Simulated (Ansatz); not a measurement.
# CdTe: equation of state with r2SCAN+D3(BJ)

**Measured values to compare with.**

From “Multiscale insight into the Cd1-xZnxTe vibrational-mechanical properties -- High-pressure experiments and ab initio calculations”, 2023, arxiv:2306.14539, for a powder of CdTe: bulk modulus 42 ± 2 GPa.

CdTe:

```
Te Cd
1.0
     0.00000    3.20500    3.20500
     3.20500    0.00000    3.20500
     3.20500    3.20500    0.00000
Te Cd
1 1
Cartesian
  4.8075 4.8075 4.8075
  0.0000 0.0000 0.0000
```

| Quantity | Value |
| --- | --- |
| Program | Ansatz 0.2.0 |
| Task | equation of state |
| Functional | r2SCAN |
| Dispersion | D3(BJ) |
| Potentials or basis | Ansatz PAW |
| Cutoff | 500 eV |
| Density cutoff | 2000 eV |
| k mesh | 7 × 7 × 7 |
| Occupations | fermi-dirac, width 0.05 eV |
| Spin | no spin polarisation |

| Property | Result |
| --- | --- |
| Equilibrium volume | 34.61 Å³/atom |
| Bulk modulus | 43 GPa |
| Pressure derivative of the bulk modulus | 4.6 |

Energy against volume, from the lowest point:
| volume (Å³/atom) | energy (meV/atom) |
| --- | --- |
| 30.947 | 63.08 |
| 31.605 | 40.72 |
| 32.263 | 23.76 |
| 32.922 | 11.70 |
| 33.580 | 4.00 |
| 34.239 | 0.24 |
| 34.897 | 0.00 |

All runs of the series together: 29 s on 2 threads of Arm Neoverse V1, with other jobs on the host.

Measured bulk modulus of CdTe: 42 GPa (powder; quoted in “Multiscale insight into the Cd1-xZnxTe vibrational-mechanical properties -- High-pressure experiments and ab initio calculations”, 2023, arxiv:2306.14539). This calculation gives 43 GPa (+1.2 %). The fit is for a static lattice scaled at fixed shape and fixed fractional positions.

Caveat: the PAW data sets were made with another functional, which shifts forces and pressure a little. Spin-orbit coupling is left out, which matters for the levels of Te.
